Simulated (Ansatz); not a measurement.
## SnS2: frozen-core PAW against all-electron methods

```xyz
3
Lattice="3.7024 0.0000 0.0000 -1.8512 3.2063 0.0000 0.0000 0.0000 6.9252" Properties=species:S:1:pos:R:3 pbc="T T T"
Sn    0.0000    0.0000    0.0000
S     0.0000    2.1376    1.4784
S     1.8512    1.0688    5.4469
```

Atom numbers follow the list: Sn1, S2, S3.

The cell was built from the CdI2 type and relaxed in the same program, and has space group P-3m1; it needn't be a known or the stable phase.

Spin–orbit coupling is left out, though it moves levels of the heavy atoms by tenths of an eV or more.

Methods: DFT, PBE, PAW with Ansatz's default frozen-core files, scalar-relativistic (Ansatz 0.2.0); DFT, PBE, all-electron LAPW, scalar-relativistic (Ansatz 0.2.0).

For PAW: a Γ-centred 12×12×7 k mesh, Fermi–Dirac smearing of 0.05 eV, cutoff 420 eV, no spin polarisation. LAPW targets a basis error of 1 meV/atom. The Ansatz runs share mesh, smearing and spin set-up. Plane-wave (PAW) pressures include the program's estimate of the Pulay term.

Stress and pressure are positive in compression.

Levels count from the top of the valence band.

PAW results:

```json
{"quantity": "pressure (GPa)", "PAW": "0.00"}
{"quantity": "band gap (eV)", "PAW": "1.534"}
{"quantity": "highest filled level at Γ (eV)", "PAW": "-0.122"}
{"quantity": "lowest empty level at Γ (eV)", "PAW": "2.046"}
{"quantity": "highest filled level at A (eV)", "PAW": "-0.106"}
{"quantity": "lowest empty level at A (eV)", "PAW": "2.611"}
```

Q: What does LAPW (all electrons) give for the same quantities?

A: 
```json
{"quantity": "pressure (GPa)", "LAPW": "0.00"}
{"quantity": "band gap (eV)", "LAPW": "1.535"}
{"quantity": "highest filled level at Γ (eV)", "LAPW": "-0.121"}
{"quantity": "lowest empty level at Γ (eV)", "LAPW": "2.050"}
{"quantity": "highest filled level at A (eV)", "LAPW": "-0.106"}
{"quantity": "lowest empty level at A (eV)", "LAPW": "2.616"}
```
